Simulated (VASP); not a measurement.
# BeTe (F-43m) in VASP: notebook

One crystal, BeTe, is run at these levels: PBE; tasks: relaxation of cell and atoms.

All numbers are computed with VASP 6.6.1; they aren't measurements. Logs are shortened: lines on timing, memory, paths and dates and some standing lists are left out, and cuts for length are marked.

## (1) Starting point

The structure is cubic, space group F-43m (No. 216). Conventional cell: a = 5.540 Å, b = 5.540 Å, c = 5.540 Å, α = 90.00°, β = 90.00°, γ = 90.00°. Around Be (site symmetry -43m) lie 4 Te at 2.40 Å. Around Te (site symmetry -43m) lie 4 Be at 2.40 Å.

## (2) Relaxation of cell and atoms, PBE

INCAR

```
SYSTEM = BeTe
PREC     = Accurate       ! precision mode
ENCUT    = 300            ! plane-wave cutoff, eV
EDIFF    = 1E-6           ! SCF threshold, eV
ISMEAR   = 0              ! smearing method
SIGMA    = 0.03           ! smearing width, eV
LREAL    = .FALSE.        ! projectors in reciprocal space
LASPH    = .TRUE.         ! aspherical terms in the spheres
NELM     = 80             ! most SCF steps
ALGO     = Normal         ! electronic algorithm
ISIF     = 3              ! what is computed and relaxed
LWAVE    = .FALSE.        ! write WAVECAR
LCHARG   = .FALSE.        ! write CHGCAR
GGA      = PE             ! functional
IBRION   = 2              ! ionic algorithm
NSW      = 90             ! ionic steps
EDIFFG   = -0.01          ! ionic threshold
```

KPOINTS

```
Automatic mesh
0
G
  4 4 4
  0 0 0
```

POSCAR

```
BeTe
1.0
    0.0000000000      2.7700000000      2.7700000000
    2.7700000000      0.0000000000      2.7700000000
    2.7700000000      2.7700000000      0.0000000000
Be Te
1 1
Direct
    0.0000000000      0.0000000000      0.0000000000
    0.2500000000      0.2500000000      0.2500000000
```

Potentials or basis: VASP PAW PBE potentials, release 64 (Be, Te).

Command:

```bash
> cat potpaw_PBE.64/Be/POTCAR potpaw_PBE.64/Te/POTCAR > POTCAR
> mpirun -np 1 vasp_std > vasp.out
```

OUTCAR:

```text
SYSTEM = BeTe
   PREC = Accurate
   ENCUT = 300
   EDIFF = 1E-6
   ISMEAR = 0
   LREAL = .FALSE.
   LASPH = .TRUE.
   NELM = 80
   ISIF = 3
   GGA = PE
   IBRION = 2
   NSW = 90
   EDIFFG = -0.01

 ion  position               nearest neighbor table
   1  0.000  0.000  0.000-   2 2.40   2 2.40   2 2.40   2 2.40
   2  0.250  0.250  0.250-   1 2.40   1 2.40   1 2.40   1 2.40

  LATTYP: Found a face centered cubic cell.
 ALAT       =     5.5400000000

  Lattice vectors:

 A1 = (   0.0000000000,   2.7700000000,   2.7700000000)
 A2 = (   2.7700000000,   0.0000000000,   2.7700000000)
 A3 = (   2.7700000000,   2.7700000000,   0.0000000000)

Analysis of symmetry for initial positions (statically):
=====================================================================
 Subroutine PRICEL returns:
 Original cell was already a primitive cell.

 Routine SETGRP: Setting up the symmetry group for a
 face centered cubic supercell.

 Subroutine GETGRP returns: Found 24 space group operations
 (whereof 24 operations were pure point group operations)
 out of a pool of 48 trial point group operations.

The static configuration has the point symmetry T_d .

Analysis of symmetry for dynamics (positions and initial velocities):
=====================================================================
 Subroutine PRICEL returns:
 Original cell was already a primitive cell.

 Routine SETGRP: Setting up the symmetry group for a
 face centered cubic supercell.

 Subroutine GETGRP returns: Found 24 space group operations
 (whereof 24 operations were pure point group operations)
 out of a pool of 48 trial point group operations.

The dynamic configuration has the point symmetry T_d .

 Subroutine INISYM returns: Found 24 space group operations
 (whereof 24 operations are pure point group operations),
 and found     1 'primitive' translations

----------------------------------------------------------------------------------------

                                     Primitive cell

  volume of cell :      42.5079

  direct lattice vectors                    reciprocal lattice vectors
     0.000000000  2.770000000  2.770000000    -0.180505415  0.180505415  0.180505415
     2.770000000  0.000000000  2.770000000     0.180505415 -0.180505415  0.180505415
     2.770000000  2.770000000  0.000000000     0.180505415  0.180505415 -0.180505415

  length of vectors
[... 57 lines left out ...]
   ISTART =      0    job   : 0-new  1-cont  2-samecut
   ICHARG =      2    charge: 1-file 2-atom 10-const
   ISPIN  =      1    spin polarized calculation?
   LNONCOLLINEAR =      F non collinear calculations
   LSORBIT =      F    spin-orbit coupling
   LASPH  =      T    aspherical Exc in radial PAW
   ENCUT  =  300.0 eV  22.05 Ry    4.70 a.u.   5.53  5.53  5.53*2*pi/ulx,y,z
   NELM   =     80;   NELMIN=  2; NELMDL= -5     # of ELM steps
   EDIFF  = 0.1E-05   stopping-criterion for ELM
   LREAL  =      F    real-space projection
   EDIFFG = -.1E-01   stopping-criterion for IOM
   NSW    =     90    number of steps for IOM
   IBRION =      2    ionic relax: 0-MD 1-quasi-New 2-CG
   NFREE  =      1    steps in history (QN), initial steepest desc. (CG)
   ISIF   =      3    stress and relaxation
   ISYM   =      2    0-nonsym 1-usesym 2-fastsym
   POTIM  = 0.5000    time-step for ionic-motion
   TEBEG  =    0.0;   TEEND  =   0.0 temperature during run
   PSTRESS=    0.0 pullay stress
   NELECT =       8.0000    total number of electrons
   NUPDOWN=      -1.0000    fix difference up-down
   EMIN   =  10.00;   EMAX   =-10.00  energy-range for DOS
   EFERMI =   0.00;   METHOD = LEGACY
   ISMEAR =     0;   SIGMA  =   0.03  broadening in eV -4-tet -1-fermi 0-gaus
   EFERMI_NEDOS =   21; number of points for ismear=-14 and -15
   IALGO  =     38    algorithm
   IMIX   =      4    mixing-type and parameters
     AMIX     =   0.40;   BMIX     =  1.00
     AMIX_MAG =   1.60;   BMIX_MAG =  1.00
  volume/ion in A,a.u.               =      21.25       143.43
  Fermi-wavevector in a.u.,A,eV,Ry     =   0.938170  1.772885 11.975354  0.880164
  Thomas-Fermi vector in A             =   2.065355
   LORBIT       =      0    0 simple, 1 ext, 2 COOP (PROOUT), +10 PAW based schemes
   GGA     = PE    functional components
   LHFCALC =     F    Hartree Fock is set to
   AEXX    =    0.0000 exact exchange contribution
   IVDW    =     0    specifies the selected vdW correction
   LEPSILON=     F    determine dielectric tensor
   LRPA    =     F    only Hartree local field effects (RPA)
 conjugate gradient relaxation of ions
 non-spin polarized calculation
 Gauss-broadening in eV      SIGMA  =   0.03
  energy-cutoff  :      300.00
  volume of cell :       42.51
 maximum number of plane-waves:       531
 NGX is ok and might be reduce to    24
   NGX = 11   NGY = 11   NGZ = 11

--------------------------------------- Ionic step        1  -------------------------------------------

 number of electron       8.0000002 magnetization

 Free energy of the ion-electron system (eV)
  ---------------------------------------------------
  ext. energy  EPLUGINS =         0.00000000
  ---------------------------------------------------
  free energy    TOTEN  =        -7.49806762 eV

  energy without entropy =       -7.49806762  energy(sigma->0) =       -7.49806762

------------------------ aborting loop because EDIFF is reached ----------------------------------------

  FORCE on cell =-STRESS in cart. coord.  units (eV):
  Direction    XX          YY          ZZ          XY          YZ          ZX
  --------------------------------------------------------------------------------------
  -------------------------------------------------------------------------------------
  Total        1.3214409      1.3214409      1.3214409      0.0000000      0.0000000      0.0000000
  in kB       49.8068444     49.8068444     49.8068444      0.0000000      0.0000000      0.0000000
  external PRESSURE =      49.8068444 kB  Pullay stress =       0.0000000 kB
[... 59 lines left out ...]
--------------------------------------- Ionic step        3  -------------------------------------------

 number of electron       7.9999998 magnetization

 Free energy of the ion-electron system (eV)
  ---------------------------------------------------
  ext. energy  EPLUGINS =         0.00000000
  ---------------------------------------------------
  free energy    TOTEN  =        -7.54727759 eV

  energy without entropy =       -7.54727759  energy(sigma->0) =       -7.54727759

 E-fermi :   4.9662     XC(G=0):  -8.9357

 val. band max:        4.8233147693   @ k =   0.0000   0.0000   0.0000
 cond. band min:       6.8519594969   @ k =   0.5000   0.5000   0.0000
 fundamental gap:      2.0286447276
 Fermi energy:         4.9661588368

 k-point     1 :       0.0000    0.0000    0.0000
  band No.  band energies     occupation
      1      -7.2982      2.00000
      2       4.8233      2.00000
      3       4.8233      2.00000
      4       4.8233      2.00000
      5       8.4419      0.00000
      6       8.4419      0.00000
      7       8.4419      0.00000
      8       8.4496      0.00000
[... 104 lines left out ...]
  FREE ENERGIE OF THE ION-ELECTRON SYSTEM (eV)
  ---------------------------------------------------
  free  energy   TOTEN  =        -7.5472775901 eV

  energy  without entropy=       -7.5472775901  energy(sigma->0) =       -7.54727759

 reached required accuracy - stopping structural energy minimisation
```

OSZICAR:

```text
N       E                     dE             d eps       ncg     rms          rms(c)
DAV:   1     0.125448193083E+02    0.12545E+02   -0.26751E+03   128   0.528E+02
DAV:   2    -0.730145041176E+01   -0.19846E+02   -0.19631E+02   176   0.800E+01
DAV:   3    -0.767381558860E+01   -0.37237E+00   -0.37237E+00   160   0.151E+01
[... 23 lines left out ...]
DAV:   2    -0.754857657596E+01    0.53148E-02   -0.12260E-02   128   0.610E-01    0.207E-01
DAV:   3    -0.754736134611E+01    0.12152E-02   -0.53704E-03   128   0.361E-01    0.957E-02
DAV:   4    -0.754731064230E+01    0.50704E-04   -0.13446E-04   136   0.861E-02    0.790E-02
DAV:   5    -0.754727827824E+01    0.32364E-04   -0.81635E-05   152   0.504E-02    0.142E-02
DAV:   6    -0.754727759014E+01    0.68810E-06   -0.52698E-06   136   0.134E-02
   3 F= -.75472776E+01 E0= -.75472776E+01  d E =-.492100E-01
```

Run time: 3.7 s. Hardware: 1 thread of Intel Xeon 6975P-C (Granite Rapids), shared host; peak memory 0.13 GiB.

Results:

| Quantity | Value |
| --- | --- |
| Free energy | -7.5473 eV |
| Relaxed volume | 22.94 Å³/atom |
| Relaxed cell | a = 4.018 Å, b = 4.018 Å, c = 4.018 Å, α = 60.00°, β = 60.00°, γ = 60.00° |
| Space group after relaxing (to 0.05 Å) | F-43m (No. 216) |
| Energy gained by relaxing | 24.6 meV/atom |
| Ionic steps | 3 |
| Pressure after relaxing | 0.0 GPa |
| Band gap on the k mesh | 2.03 eV, indirect (least direct gap 3.62 eV) |

Step by step:
```csv
step,energy change (eV),largest force (eV/Å),pressure (GPa),volume (Å³)
1,0.0000,0.0000,4.98,42.51
2,-0.0467,0.0000,-0.95,46.70
3,-0.0492,0.0000,0.00,45.87
```

Final structure:
```yaml
crystal:
  lattice:
    - [0.00000, 2.84124, 2.84124]
    - [2.84124, 0.00000, 2.84124]
    - [2.84124, 2.84124, 0.00000]
  atoms:
    - { symbol: Be, position: [0.00000, 0.00000, 0.00000] }
    - { symbol: Te, position: [0.25000, 0.25000, 0.25000] }
```

Levels at points of the mesh, in eV from the valence-band top:
```
           k point  band 1  band 2  band 3  band 4  band 5  band 6  band 7  band 8
(0.00, 0.00, 0.00)  -12.12    0.00    0.00    0.00    3.62    3.62    3.62    3.63
(0.50, 0.00, 0.00)  -10.84   -5.38   -1.09   -1.09    3.00    4.59    4.59    7.82
(0.50, 0.50, 0.00)  -10.37   -4.98   -2.55   -2.55    2.03    2.69    9.53    9.53
```

Caveat: the k mesh is coarse (spacing up to 0.49 Å⁻¹), so the values aren't converged; the cutoff is under 1.25 times the usual one of these potentials, so pressure, stress and relaxed cells hold a basis-set (Pulay) error; spin-orbit coupling is left out, which moves the levels of the heavy elements. A k mesh can miss the band edges.

## (3) Relaxation of cell and atoms, PBE

This run uses another cell than the first one, of 22.94 Å³/atom, 1.079 times its volume.

INCAR: that of step 2 with these lines changed.

```diff
@@ -3,3 +3,3 @@
 ENCUT    = 300            ! plane-wave cutoff, eV
-EDIFF    = 1E-6           ! SCF threshold, eV
+EDIFF    = 1E-7           ! SCF threshold, eV
 ISMEAR   = 0              ! smearing method
@@ -16,2 +16,2 @@
 NSW      = 90             ! ionic steps
-EDIFFG   = -0.01          ! ionic threshold
+EDIFFG   = -0.005         ! ionic threshold
```

KPOINTS is that of step 2.

POSCAR

```
BeTe                                    
1.0
   -0.0000000000      2.8412434068      2.8412434068
    2.8412434068      0.0000000000      2.8412434068
    2.8412434068      2.8412434068     -0.0000000000
  Be              Te            
     1     1
Direct
     0.0000000000000000    0.0000000000000000    0.0000000000000000
     0.2500000000000000    0.2500000000000000    0.2500000000000000
```

Potentials or basis: VASP PAW PBE potentials, release 64 (Be, Te).

Command:

```bash
> cat potpaw_PBE.64/Be/POTCAR potpaw_PBE.64/Te/POTCAR > POTCAR
> mpirun -np 1 vasp_std > vasp.out
```

OUTCAR:

```text
SYSTEM = BeTe
   PREC = Accurate
   ENCUT = 300
   EDIFF = 1E-7
   ISMEAR = 0
   LREAL = .FALSE.
   LASPH = .TRUE.
   NELM = 80
   ISIF = 3
   GGA = PE
   IBRION = 2
   NSW = 90
   EDIFFG = -0.005

 ion  position               nearest neighbor table
   1  0.000  0.000  0.000-   2 2.46   2 2.46   2 2.46   2 2.46
   2  0.250  0.250  0.250-   1 2.46   1 2.46   1 2.46   1 2.46

  LATTYP: Found a face centered cubic cell.
[... 264 lines left out ...]

  FORCE on cell =-STRESS in cart. coord.  units (eV):
  Direction    XX          YY          ZZ          XY          YZ          ZX
  --------------------------------------------------------------------------------------
  -------------------------------------------------------------------------------------
  Total        0.0037745      0.0037745      0.0037745      0.0000000      0.0000000      0.0000000
  in kB        0.1318306      0.1318306      0.1318306      0.0000000      0.0000000      0.0000000
  external PRESSURE =       0.1318306 kB  Pullay stress =       0.0000000 kB

 VOLUME and BASIS-vectors are now :
 -----------------------------------------------------------------------------
  energy-cutoff  :      300.00
  volume of cell :       45.87
      direct lattice vectors                 reciprocal lattice vectors
     0.000000000  2.841243407  2.841243407    -0.175979291  0.175979291  0.175979291
     2.841243407  0.000000000  2.841243407     0.175979291 -0.175979291  0.175979291
     2.841243407  2.841243407  0.000000000     0.175979291  0.175979291 -0.175979291

 POSITION                                       TOTAL-FORCE (eV/Angst)
 -----------------------------------------------------------------------------------
      0.00000      0.00000      0.00000         0.000000     -0.000000      0.000000
      1.42062      1.42062      1.42062        -0.000000      0.000000     -0.000000
 -----------------------------------------------------------------------------------
    total drift:                                0.000000      0.000000      0.000000

  FREE ENERGIE OF THE ION-ELECTRON SYSTEM (eV)
  ---------------------------------------------------
  free  energy   TOTEN  =        -7.5475698408 eV

  energy  without entropy=       -7.5475698408  energy(sigma->0) =       -7.54756984

 reached required accuracy - stopping structural energy minimisation
```

OSZICAR:

```text
N       E                     dE             d eps       ncg     rms          rms(c)
DAV:   1     0.113594833852E+02    0.11359E+02   -0.23583E+03   128   0.504E+02
DAV:   2    -0.724686177322E+01   -0.18606E+02   -0.18318E+02   176   0.752E+01
DAV:   3    -0.765912114500E+01   -0.41226E+00   -0.41226E+00   160   0.160E+01
DAV:   4    -0.766269566613E+01   -0.35745E-02   -0.35745E-02   184   0.161E+00
DAV:   5    -0.766270258071E+01   -0.69146E-05   -0.69146E-05   176   0.627E-02    0.385E+00
DAV:   6    -0.757404004388E+01    0.88663E-01   -0.11464E-01   136   0.166E+00    0.235E+00
DAV:   7    -0.754635392030E+01    0.27686E-01   -0.10687E-01   160   0.176E+00    0.427E-01
DAV:   8    -0.754723061406E+01   -0.87669E-03   -0.54797E-03   152   0.498E-01    0.742E-02
DAV:   9    -0.754752418557E+01   -0.29357E-03   -0.35355E-04   152   0.138E-01    0.216E-02
DAV:  10    -0.754756279346E+01   -0.38608E-04   -0.52903E-05   144   0.445E-02    0.170E-02
DAV:  11    -0.754756800681E+01   -0.52134E-05   -0.40211E-06   144   0.149E-02    0.568E-03
DAV:  12    -0.754756981759E+01   -0.18108E-05   -0.34885E-06   144   0.134E-02    0.187E-03
DAV:  13    -0.754756984082E+01   -0.23224E-07   -0.12904E-08   136   0.899E-04
   1 F= -.75475698E+01 E0= -.75475698E+01  d E =-.754757E+01
```

CONTCAR:

```text
BeTe
   1.00000000000000
     0.0000000000000000    2.8412434067999999    2.8412434067999999
     2.8412434067999999    0.0000000000000000    2.8412434067999999
     2.8412434067999999    2.8412434067999999    0.0000000000000000
  Be              Te
     1     1
Direct
     0.0000000000000000    0.0000000000000000    0.0000000000000000
     0.2500000000000000    0.2500000000000000    0.2500000000000000

  0.00000000E+00  0.00000000E+00  0.00000000E+00
  0.00000000E+00  0.00000000E+00  0.00000000E+00
```

It took 1.8 s on 1 thread of Intel Xeon 6975P-C (Granite Rapids), shared host; peak memory 0.13 GiB.

What came out:

```yaml
Free_energy: -7.5476 eV
Pressure_after_relaxing: 0.0 GPa
Band_gap_on_the_k_mesh: 2.03 eV, indirect (least direct gap 3.62 eV)
```

Final structure:
```cif
data_structure
_symmetry_space_group_name_H-M 'P 1'
_symmetry_Int_Tables_number 1
_cell_length_a 4.0181
_cell_length_b 4.0181
_cell_length_c 4.0181
_cell_angle_alpha 60.000
_cell_angle_beta 60.000
_cell_angle_gamma 60.000
_cell_volume 45.87
loop_
_atom_site_label
_atom_site_type_symbol
_atom_site_fract_x
_atom_site_fract_y
_atom_site_fract_z
_atom_site_occupancy
Be1 Be 0.00000 0.00000 0.00000 1
Te1 Te 0.25000 0.25000 0.25000 1
```

Caveat: the k mesh is coarse (spacing up to 0.48 Å⁻¹), so the values aren't converged; the cutoff is under 1.25 times the usual one of these potentials, so pressure, stress and relaxed cells hold a basis-set (Pulay) error; the relaxation stopped at its first step, so nothing moved; spin-orbit coupling is left out, which moves the levels of the heavy elements.
